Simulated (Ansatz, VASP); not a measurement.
# Si10HCl (Cl-terminated Si(111)) in two plane-wave programs

One calculation is typed for both programs; each brings its own data sets and cutoff. How far apart do they land? The structure shown is the end of the VASP relaxation below.

Main program and level: Ansatz 0.2.0; plane waves, with VASP 6.6.1 beside it; single point at PBE and band structure at PBE.

### Step 1. The structure

The cell holds 12 atoms: 10 Si, 1 H and 1 Cl. Its edges and angles: a = 3.867 Å, b = 3.867 Å, c = 32.949 Å, α = 90.0°, β = 90.0°, γ = 60.0°. It derives from Si. As first built, before any earlier steps moved the atoms (in the runner's words): 10 layers of Si at this functional's lattice, Cl on top and H below. Vacuum lies along c.

Coordinates:

```xyz
12
Lattice="3.8669 0.0000 0.0000 1.9335 3.3489 0.0000 0.0000 0.0000 32.9487" Properties=species:S:1:pos:R:3
Si    1.9335    1.1163    9.4919
Si    3.8669    2.2326   10.2563
Si    3.8669    2.2326   12.6246
Si    0.0000    0.0000   13.4166
Si    0.0000    0.0000   15.7845
Si    1.9335    1.1163   16.5741
Si    1.9335    1.1163   18.9416
Si    3.8669    2.2326   19.7319
Si    3.8669    2.2326   22.1037
Si    0.0000    0.0000   22.8788
H     1.9335    1.1163    7.9846
Cl    0.0000    0.0000   24.9539
```

### Step 2. VASP: relaxation, PBE

This run makes the geometry at which the two programs are then compared.

Lines of VASP's logs that name or quote its potential files are left out, and so is its time.

The input, INCAR:

```
SYSTEM = Si10HCl
PREC = Normal
ENCUT = 320
EDIFF = 1E-05
NELM = 120
ISMEAR = 0
SIGMA = 0.03
LREAL = .FALSE.
ALGO = Fast
GGA = PE
NBANDS = 36
LORBIT = 11
LWAVE = .FALSE.
LCHARG = .FALSE.
KPAR = 4
IBRION = 2
NSW = 60
ISIF = 2
EDIFFG = -0.03
POTIM = 0.4
MAXMIX = 40
IDIPOL = 3
LDIPOL = .TRUE.
DIPOL = 0.5 0.5 0.493
```

The input, POSCAR:

```
Si10HCl
1.0
    3.8669468309      0.0000000000      0.0000000000
    1.9334734154      3.3488741906      0.0000000000
    0.0000000000      0.0000000000     32.9487326807
Si H Cl
10 1 1
Direct
    0.3333333300      0.3333333300      0.2874162100
    0.6666666700      0.6666666700      0.3113727400
    0.6666666700      0.6666666700      0.3832423200
    0.0000000000      0.0000000000      0.4071988500
    0.0000000000      0.0000000000      0.4790684300
    0.3333333300      0.3333333300      0.5030249600
    0.3333333300      0.3333333300      0.5748945400
    0.6666666700      0.6666666700      0.5988510700
    0.6666666700      0.6666666700      0.6707206500
    0.0000000000      0.0000000000      0.6946771800
    0.3333333300      0.3333333300      0.2428014500
    0.0000000000      0.0000000000      0.7571985500
```

The input, KPOINTS:

```
Automatic mesh
0
Gamma
9 9 1
0 0 0
```

The projector-augmented-wave data sets are Si, H and Cl (PBE family, release 64).

Run with:

```sh
$ mpirun -np 4 vasp_std
```

Numbers of over 12 decimals in the logs are rounded to 6 here.

What it wrote:

```text
[banner, memory and clock lines left out]
running    4 mpi-ranks, on    1 nodes
 distrk:  each k-point on    1 cores,    4 groups
 distr:  one band on    1 cores,    1 groups

 POSCAR found type information on POSCAR SiH Cl
 POSCAR found :  3 types and      12 ions
 LDA part: xc-table for (Slater+PW92), standard interpolation
 POSCAR, INCAR and KPOINTS ok, starting setup
 FFT: planning ... GRIDC
 FFT: planning ... GRID_SOFT
 FFT: planning ... GRID
 WAVECAR not read
 entering main loop
       N       E                     dE             d eps       ncg     rms          rms(c)
DAV:   1     0.169541914510E+03    0.16954E+03   -0.13068E+04   864   0.700E+02
DAV:   2    -0.418510712543E+02   -0.21139E+03   -0.20103E+03  1180   0.159E+02
DAV:   3    -0.611982362214E+02   -0.19347E+02   -0.18910E+02  1024   0.469E+01
DAV:   4    -0.619155015804E+02   -0.71727E+00   -0.71428E+00  1176   0.107E+01
DAV:   5    -0.619499714442E+02   -0.34470E-01   -0.34454E-01  1268   0.233E+00    0.130E+01
RMM:   6    -0.610783439773E+02    0.87163E+00   -0.51568E-01   864   0.234E+00    0.789E+00
RMM:   7    -0.607015958108E+02    0.37675E+00   -0.12658E+00   876   0.380E+00    0.791E-01
RMM:   8    -0.606972097597E+02    0.43861E-02   -0.11838E-01   882   0.137E+00    0.228E-01
RMM:   9    -0.606986782679E+02   -0.14685E-02   -0.26290E-02   985   0.622E-01    0.219E-01
RMM:  10    -0.606989502971E+02   -0.27203E-03   -0.42377E-03  1007   0.262E-01    0.207E-01
RMM:  11    -0.606990262422E+02   -0.75945E-04   -0.76777E-04  1000   0.994E-02    0.162E-01
RMM:  12    -0.606991339616E+02   -0.10772E-03   -0.84934E-04   864   0.975E-02    0.108E-01
RMM:  13    -0.606991032103E+02    0.30751E-04   -0.23602E-04   889   0.506E-02    0.527E-02
RMM:  14    -0.606990770238E+02    0.26186E-04   -0.86734E-05   831   0.318E-02    0.872E-02
RMM:  15    -0.606995718450E+02   -0.49482E-03   -0.54052E-04   932   0.592E-02    0.917E-02
RMM:  16    -0.606997445292E+02   -0.17268E-03   -0.78655E-05   817   0.308E-02    0.787E-02
RMM:  17    -0.606998001946E+02   -0.55665E-04   -0.22965E-05   660   0.173E-02    0.778E-03
RMM:  18    -0.606998547026E+02   -0.54508E-04   -0.92063E-06   585   0.102E-02    0.452E-03
RMM:  19    -0.606998798874E+02   -0.25185E-04   -0.20560E-06   518   0.550E-03    0.119E-02
RMM:  20    -0.606999086473E+02   -0.28760E-04   -0.37598E-06   554   0.603E-03    0.237E-03
RMM:  21    -0.606999198267E+02   -0.11179E-04   -0.21620E-06   487   0.519E-03    0.427E-03
RMM:  22    -0.606999305256E+02   -0.10699E-04   -0.69351E-07   383   0.355E-03    0.140E-03
RMM:  23    -0.606999330535E+02   -0.25280E-05   -0.67326E-08   291   0.278E-03
   1 F= -.60699933E+02 E0= -.60699933E+02  d E =-.606999E+02
[...]
2 F= -.60712118E+02 E0= -.60712118E+02  d E =-.121854E-01
[...]
3 F= -.60715319E+02 E0= -.60715319E+02  d E =-.153856E-01
[...]
4 F= -.60715314E+02 E0= -.60715314E+02  d E =-.153806E-01
 curvature:  -0.38 expect dE=-0.861E-04 dE for cont linesearch -0.663E-05
 ZBRENT: accuracy reached
 trial: gam= 0.02444 g(F)=  0.229E-03 g(S)=  0.000E+00 ort =-0.903E-03 (trialstep = 0.939E+00)
 search vector abs. value=  0.212E-03
 bond charge predicted
       N       E                     dE             d eps       ncg     rms          rms(c)
DAV:   1    -0.607154428808E+02   -0.12981E-03   -0.20077E-03   936   0.180E-01    0.232E-02
RMM:   2    -0.607154631993E+02   -0.20319E-04   -0.14241E-04   868   0.489E-02    0.892E-02
RMM:   3    -0.607154490572E+02    0.14142E-04   -0.74601E-05   824   0.313E-02    0.218E-02
RMM:   4    -0.607154493848E+02   -0.32761E-06   -0.14233E-05   559   0.162E-02
   5 F= -.60715449E+02 E0= -.60715449E+02  d E =-.135747E-03
 trial-energy change:   -0.000136  1 .order   -0.000135   -0.000194   -0.000075
 step:   1.5354(harm=  1.5354)  dis= 0.00196  next Energy=   -60.715472 (dE=-0.159E-03)
 reached required accuracy - stopping structural energy minimisation
```

OUTCAR, selected parts (step 2):

```text
ion  position               nearest neighbor table
   1  0.333  0.333  0.287-  11 1.47   2 2.37   2 2.37   2 2.37
   2  0.667  0.667  0.311-   3 2.37   1 2.37   1 2.37   1 2.37
   3  0.667  0.667  0.383-   2 2.37   4 2.37   4 2.37   4 2.37
   4  0.000  0.000  0.407-   5 2.37   3 2.37   3 2.37   3 2.37
   5  0.000  0.000  0.479-   4 2.37   6 2.37   6 2.37   6 2.37
   6  0.333  0.333  0.503-   7 2.37   5 2.37   5 2.37   5 2.37
   7  0.333  0.333  0.575-   6 2.37   8 2.37   8 2.37   8 2.37
   8  0.667  0.667  0.599-   9 2.37   7 2.37   7 2.37   7 2.37
   9  0.667  0.667  0.671-   8 2.37  10 2.37  10 2.37  10 2.37
  10  0.000  0.000  0.695-  12 2.06   9 2.37   9 2.37   9 2.37
  11  0.333  0.333  0.243-   1 1.47
  12  0.000  0.000  0.757-  10 2.06

  LATTYP: Found a hexagonal cell.
 ALAT       =     3.8669468308
 C/A-ratio  =     8.5206065979

 Subroutine GETGRP returns: Found  6 space group operations
 (whereof  6 operations were pure point group operations)

The static configuration has the point symmetry C_3v.

 Found     12 irreducible k-points:

   k-points           NKPTS =     12   k-points in BZ     NKDIM =     12   number of bands    NBANDS=     36

   dimension x,y,z NGX =    18 NGY =   18 NGZ =  144
   dimension x,y,z NGXF=    36 NGYF=   36 NGZF=  288

   ENCUT  =  320.0 eV  23.52 Ry    4.85 a.u.   5.64  5.64 48.06*2*pi/ulx,y,z

   NELECT =      48.0000    total number of electrons

 k-points in reciprocal lattice and weights: Automatic mesh
   0.00000000  0.00000000  0.00000000       0.012
   0.11111111 -0.00000000  0.00000000       0.074
   0.22222222  0.00000000  0.00000000       0.074
   0.33333333 -0.00000000  0.00000000       0.074
   0.44444444  0.00000000  0.00000000       0.074
   0.22222222  0.11111111  0.00000000       0.074
   0.33333333  0.11111111  0.00000000       0.148
   0.44444444  0.11111111  0.00000000       0.148
  -0.44444444  0.11111111  0.00000000       0.074
   0.44444444  0.22222222  0.00000000       0.074
  -0.44444444  0.22222222  0.00000000       0.148
  -0.33333333  0.33333333  0.00000000       0.025

 dipolmoment           0.000000      0.000000      0.076862 electrons x Angstroem

 average (electrostatic) potential at core
       1 -88.5829       2 -88.5744       3 -88.6558       4 -88.6538       5 -88.6557
       6 -88.6573       7 -88.6610       8 -88.6733       9 -88.4637      10 -89.0732
      11 -36.0390      12 -95.2144

 E-fermi :   0.5565

 k-point     1 :       0.0000    0.0000    0.0000
  band No.  band energies     occupation
    ...
     20      -0.1598      2.00000
     21       0.1802      2.00000
     22       0.1802      2.00000
     23       0.4134      2.00000
     24       0.4134      2.00000
     25       1.9595      0.00000
     26       2.1053      0.00000
     27       2.3297      0.00000
     28       2.6582      0.00000
     29       2.9146      0.00000
    ...

 k-point     2 :       0.1111   -0.0000    0.0000
  band No.  band energies     occupation
    ...
     20      -0.5395      2.00000
     21      -0.3879      2.00000
     22      -0.2654      2.00000
     23      -0.0070      2.00000
     24       0.2477      2.00000
     25       2.5436      0.00000
     26       2.6514      0.00000
     27       2.7133      0.00000
     28       2.9220      0.00000
     29       3.1934      0.00000
    ...

 k-point     3 :       0.2222    0.0000    0.0000
  band No.  band energies     occupation
    ...
     20      -1.2533      2.00000
     21      -0.8530      2.00000
     22      -0.5624      2.00000
     23      -0.4254      2.00000
     24      -0.1409      2.00000
     25       1.9173      0.00000
     26       2.1680      0.00000
     27       2.4662      0.00000
     28       2.7714      0.00000
     29       3.0649      0.00000
    ...

  Total        0.1761092      0.1761092     -0.6203845     -0.0000000      0.0000000      0.0000000
  in kB        0.6612822      0.6612822     -2.3295166     -0.0000000      0.0000000      0.0000000
  external PRESSURE =      -0.3356507 kB  Pullay stress =       0.0000000 kB

  energy-cutoff  :      320.00
  volume of cell :      426.68
      direct lattice vectors                 reciprocal lattice vectors
     3.866946831  0.000000000  0.000000000     0.258601952 -0.149303907  0.000000000
     1.933473415  3.348874191  0.000000000     0.000000000  0.298607814  0.000000000
     0.000000000  0.000000000 32.948732681     0.000000000  0.000000000  0.030350181

 POSITION                                       TOTAL-FORCE (eV/Angst)
 -----------------------------------------------------------------------------------
      1.93347      1.11629      9.49187        -0.000000     -0.000000     -0.003215
      3.86695      2.23258     10.25628        -0.000000     -0.000000      0.007753
      3.86695      2.23258     12.62459         0.000000      0.000000     -0.012848
      0.00000      0.00000     13.41657         0.000000      0.000000     -0.011710
      0.00000      0.00000     15.78454         0.000000      0.000000     -0.003297
      1.93347      1.11629     16.57412        -0.000000      0.000000     -0.002769
      1.93347      1.11629     18.94161        -0.000000      0.000000      0.000204
      3.86695      2.23258     19.73187         0.000000      0.000000      0.011719
      3.86695      2.23258     22.10365        -0.000000      0.000000      0.008611
      0.00000      0.00000     22.87879         0.000000     -0.000000     -0.001778
      1.93347      1.11629      7.98458        -0.000000      0.000000      0.027051
      0.00000      0.00000     24.95391         0.000000      0.000000     -0.019720
 -----------------------------------------------------------------------------------
    total drift:                               -0.000008     -0.000005      0.007033

  FREE ENERGIE OF THE ION-ELECTRON SYSTEM (eV)
  ---------------------------------------------------
  free  energy   TOTEN  =       -60.7154493848 eV

  energy  without entropy=      -60.7154493848  energy(sigma->0) =      -60.71544938

 reached required accuracy - stopping structural energy minimisation

 vacuum level on the upper side and lower side of the slab         5.835         4.790

 total charge
# of ion       s       p       d       tot
------------------------------------------
    1        0.742   0.960   0.000   1.702
    2        0.747   0.947   0.000   1.694
    3        0.749   0.932   0.000   1.681
    4        0.751   0.931   0.000   1.681
    5        0.751   0.931   0.000   1.682
    6        0.751   0.931   0.000   1.681
    7        0.751   0.930   0.000   1.681
    8        0.750   0.929   0.000   1.680
    9        0.755   0.947   0.000   1.702
   10        0.742   0.889   0.000   1.631
   11        0.560   0.012   0.000   0.572
   12        1.606   3.521   0.000   5.127
--------------------------------------------------
tot          9.654  12.859   0.000  22.513

[... 3 further parts left out ...]
```

CONTCAR:

```
Si10HCl
   1.00000000000000
     3.8669468308999999    0.0000000000000000    0.0000000000000000
     1.9334734154000000    3.3488741906000001    0.0000000000000000
     0.0000000000000000    0.0000000000000000   32.9487326806999974
  Si              H               Cl
    10     1     1
Direct
     0.3333333300000021    0.3333333300000021    0.2880798884213938
     0.6666666699999979    0.6666666699999979    0.3112800213139016
     0.6666666699999979    0.6666666699999979    0.3831584763380708
     0.0000000000000000    0.0000000000000000    0.4071953577310999
     0.0000000000000000    0.0000000000000000    0.4790637687595444
     0.3333333300000021    0.3333333300000021    0.5030276342593650
     0.3333333300000021    0.3333333300000021    0.5748812011410056
     0.6666666699999979    0.6666666699999979    0.5988659304668712
     0.6666666699999979    0.6666666699999979    0.6708499211637348
     0.0000000000000000    0.0000000000000000    0.6943754359525598
     0.3333333300000021    0.3333333300000021    0.2423335677708452
     0.0000000000000000    0.0000000000000000    0.7573557466816151
```

(Part 1 of 2 ends here.)

[Lines on the potential files, build, host, timing and source positions are cut from VASP's logs without a mark.]

[Logs are printed without paths, hosts, clocks, repeated set-up lines and the standing remarks that a program may print on its own settings, such as how far it seeks lower states.]

[Hosts, paths, dates, database ids (printed as entryN), source tags and the programs' standing remarks are cut or masked in the printed files.]
